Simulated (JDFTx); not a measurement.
Bi:

```
Bi
1.0
    -1.98143    1.98143    1.98143
     1.98143   -1.98143    1.98143
     1.98143    1.98143   -1.98143
Bi
1
Direct
  0.00000 0.00000 0.00000
```

This isn't the form of Bi at room conditions, which is rhombohedral.

```yaml
Program: JDFTx 1.7.0 (patched build)
Task: single point
Functional: PBEsol
Potentials_or_basis: PseudoDojo-SR-PBEsol-0.4.1-standard with smoothed tails
Cutoff: 898 eV
Density_cutoff: 3592 eV
k_mesh: 9 × 9 × 9
Occupations: fermi-dirac, width 0.05 eV
Spin: no spin polarisation
```

On this cell: pressure -1.9 GPa; band gap on the k mesh none (metal or under the smearing width).

The same run follows on a disturbed copy (cell strained at random at fixed volume):

```
Bi
1.0
    -2.05109    1.93226    1.96372
     2.00913   -1.95414    1.94364
     2.06996    1.97301   -1.98560
Bi
1
Direct
  0.98622 0.98269 0.98033
```

**Question.** What changes?

**Answer.** The energy (extrapolated to zero smearing) moves by +5.8 meV/atom; pressure -1.9 GPa; band gap on the k mesh none (metal or under the smearing width).

Stress tensor (GPa, compression positive):
```
-2.60 -0.11  0.41
-0.11 -1.53  0.09
 0.41  0.09 -1.56
```

Caveats: spin-orbit coupling is left out, which moves the levels of the heavy elements.
